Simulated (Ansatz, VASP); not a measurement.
**Two plane-wave programs on PtS2**

```
Pt S
1.0
     3.54320    0.00000    0.00000
    -1.77160    3.06850    0.00000
     0.00000    0.00000    5.03880
Pt S
1 2
Direct
  0.00000 0.00000 0.00000
  0.66667 0.33333 0.77300
  0.33333 0.66667 0.22700
```

Alike in both runs: task relaxation of cell and atoms; functional RPBE; dispersion D4; k mesh 9 × 9 × 5; occupations fermi-dirac, width 0.05 eV; no spin polarisation.

```csv
,VASP,Ansatz
version,VASP 6.6.1,Ansatz 0.2.0
potentials or method,"VASP PAW PBE potentials, release 64 (Pt, S)",Ansatz PAW
plane-wave cutoff (eV),600,420
valence electrons in the cell,22,30
```

Ansatz gave:

| Quantity | Value |
| --- | --- |
| gap on the k mesh at the Fermi level, each at its own relaxed structure (eV) | none |
| relaxed volume (Å³/atom) | 16.34 |
| relaxed cell length with the largest relative difference (Å) | 3.575 |
| energy change over the relaxation (meV/atom) | -78 |

**Question.** What did VASP give for the same quantities?

**Answer.** gap on the k mesh at the Fermi level, each at its own relaxed structure (eV): none; relaxed volume (Å³/atom): 16.31; relaxed cell length with the largest relative difference (Å): 3.572; energy change over the relaxation (meV/atom): -74.

A gap of «none» marks a metal or a gap that the smearing closes. The two sets of potentials don't hold the same shells in valence.

Caveats: the volume moved by -11 % from the deposited cell, more than functionals usually miss; pairwise dispersion overbinds metals, which lowers pressure and volume; the PAW data sets were made with another functional, which shifts forces and pressure a little (VASP); the plane-wave basis is chosen anew once the cell has moved, so the energies of steps on either side of that aren't comparable (Ansatz); the PAW data sets come from PBE, with cores solved anew for the run's functional, which leaves a small shift of forces and pressure (Ansatz). Spin-orbit coupling is left out, which matters for the levels of Pt.
